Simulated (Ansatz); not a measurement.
Relaxing CoO

The calculation used DFT PBE, scalar-relativistic, plane waves, PAW in Ansatz.

The start is a database structure of CoO, space group R3m (No. 160).

The final relaxation ran on this input, with the default PAW datasets:

```yaml
crystal:
  lattice:
    - [1.6022198417, 0.9250420569, 5.1329417806]
    - [-1.6022198417, 0.9250420569, 5.1329417806]
    - [0.0, -1.8500841138, 5.1329417806]
  atoms:
    - { symbol: Co, position: [0.99948773, 0.99948773, 0.99948773], spin: 2.42 }
    - { symbol: Co, position: [0.49949059, 0.49949059, 0.49949059], spin: 2.42 }
    - { symbol: O, position: [0.37549553, 0.37549553, 0.37549553], spin: 0.33 }
    - { symbol: O, position: [0.8755255, 0.8755255, 0.8755255], spin: 0.33 }
basis:
  ecutwfc: 420
kpoints:
  mp_grid: { grid: [18, 18, 18] }
hamiltonian:
  xc: pbe
scf:
  occupations: { method: gaussian, width: 0.1 }
output:
  forces: true
  stress: true
  eigenvalues: true
  populations: true
magnetization:
  spin_polarized: true
relax:
  adjacent_minimum: "off"
  f_tol: 0.01
  max_steps: 80
  cell: { stress_tol: 0.05 }
```

Launched as:

```bash
ansatz run input.yaml --threads 1 --pin off --max-ram 2560MiB --backend cpu --events-out ev --progress --plain --runs-dir out
```

It took 25 min on 1 thread of Arm Neoverse V1 (shared host), peak memory 1.9 GiB.

The program printed at the end:

```
SCF converged after 6 iterations
Magnetization: 0.0000 μB (23.0000 up, 23.0000 down)
Absolute magnetization: 4.8920 μB (∫|ρ↑−ρ↓|, with the PAW one-centre terms)
Spin contamination: 2.4560 ħ² per cell (⟨S²⟩ above its minimum at these occupations)
Per-site moments (μB) at R_I (Å): [(2.040473, 0.779983), (-2.040471, 0.779983), (0.139300, 0.779983), (-0.139300, 0.779983)]
Free energy (F): -11385.055260 eV
Harris-Foulkes:  -11385.055260 eV  (|F-HF|=7.28e-12)
Internal energy: -11385.053530 eV  (E = F + TS)
E sigma→0 (E₀):  -11385.054395 eV
Entropy (-TS):   -0.001730 eV (-0.433 meV/atom)
Fermi energy:    11.536698 eV
--- Per-component energies (eV) ---
  E_band       = -729.593408
  E_kinetic    = 1239.389659
  E_local      = -7729.614866  (includes V_loc(G=0)·N_el)
  E_nonlocal   = 1024.233271
  E_hartree    = 3190.556415
  E_xc         = -457.937682
  E_vxc        = -588.449666  (∫ρ·V_xc dr)
  E_paw        = -3352.699532  (= ΣΔE_a)
  E_vpaw       = -1056.269674  (= ΣTr[D̂ρ^β])
  E_aug_tail   = 0.005199  (compensation charges beyond the density's cutoff)
  E_ewald      = -5298.985994
  E_smearing   = -0.001730  (= −TS)
  E_closure    = 0.000000  (closes the sum)
  Σ components = -11385.055260   (vs F -11385.055260, Δ=0.00e0)
--- Forces (eV/Å), atoms counted from 1 ---
  atom   1  Co     0.00000000     0.00000000    -0.00061058
  atom   2  Co     0.00000000     0.00000000    -0.00060406
  atom   3  O      0.00000000     0.00000000     0.00058462
  atom   4  O      0.00000000     0.00000000     0.00062566
  max |Σ_I F_I| component: 4.36e-6 eV/Å
--- Stress (GPa, compression-positive) ---
        0.002644       0.000000       0.000000
        0.000000       0.002644       0.000000
        0.000000       0.000000       0.000042
  P = ⅓ Tr σ = 0.0018 GPa (0.018 kbar)
  k-point 0 ↑: bands = ["-85.1857", "-82.5312", "-48.6388", "-48.3880", "-48.3880", "-46.0286", "-45.8011", "-45.8011", "-8.7033", "-7.9638", "4.3868", "5.3071", "5.3071", "5.4037", "6.2249", "6.2249", "9.3207", "9.3207", "9.6272", "10.4234", "10.4234", "11.1980", "11.1980", "11.5611", "13.1673", "13.4715", "13.4715", "17.1142", "18.9189", "24.8116", "24.8116"]
  k-point 1 ↑: bands = ["-85.1856", "-82.5311", "-48.6388", "-48.3884", "-48.3881", "-46.0286", "-45.8015", "-45.8012", "-8.6865", "-7.9573", "4.4161", "5.2670", "5.3185", "5.4129", "6.1788", "6.2310", "9.3048", "9.3170", "9.6035", "10.4100", "10.4106", "11.1218", "11.1960", "11.7274", "13.1396", "13.4403", "13.4512", "17.2364", "18.9263", "24.4978", "24.8331"]
  k-point 2 ↑: bands = ["-85.1856", "-82.5310", "-48.6386", "-48.3898", "-48.3884", "-46.0284", "-45.8031", "-45.8015", "-8.6379", "-7.9389", "4.5013", "5.1565", "5.3510", "5.4373", "6.0539", "6.2479", "9.2459", "9.3071", "9.5442", "10.3746", "10.3774", "10.9970", "11.1873", "12.0945", "13.0722", "13.3553", "13.3912", "17.5777", "18.9493", "23.8064", "24.6013"]
  k-point 579 ↓: bands = ["-85.1858", "-82.5312", "-48.6388", "-48.3880", "-48.3880", "-46.0288", "-45.8010", "-45.8010", "-8.4609", "-8.2192", "4.5131", "4.9166", "5.3540", "5.3540", "6.2237", "6.2237", "9.2142", "9.2142", "10.1139", "10.1916", "10.1916", "11.5096", "11.5096", "12.3457", "13.4429", "13.4429", "14.0001", "14.4651", "21.9247", "22.1947", "25.2513"]
--- Relaxed structure (5 steps of the walk, 5 accepted, 2 SCFs on fresh bases) ---
  F+E_penalty+E_count = -11385.05525991 eV   max|allowed force component| = 6.268e-4 eV/Å   (the final SCF, on the basis selected at the relaxed cell)
  cell:  # Å, volume = 45.3265 Å³
    - [1.602213, 0.925038, 5.097073]
    - [-1.602213, 0.925038, 5.097073]
    - [0.000000, -1.850076, 5.097073]
  atoms:
    - { symbol: Co, position: [0.999328, 0.999328, 0.999328] }
    - { symbol: Co, position: [0.499328, 0.499328, 0.499328] }
    - { symbol: O, position: [0.375671, 0.375671, 0.375671] }
    - { symbol: O, position: [0.875671, 0.875671, 0.875671] }
--- Löwdin populations: 4 sites ---
  site symbol q [e]    m [muB]
     0     Co     15.9624     2.2044
     1     Co     15.9624    -2.2044
     2      O      6.8867     0.2009
     3      O      6.8867    -0.2009
  spilling = 0.006560 (of n_electrons = 46.000000)
```

Total energies depend on the potentials used, so only differences within one code and one set of settings carry meaning.

The result has space group R3m (No. 160). Co is coordinated by 4 O at 1.89–1.96 Å; O has 4 Co at 1.89–1.96 Å.

Against the elements it lies at -0.703 eV/atom. Energies over the elements count from the elements' standard structures at the same level (O₂ as a molecule), with no empirical corrections.

A structure relaxed within its symmetry needn't be a true minimum.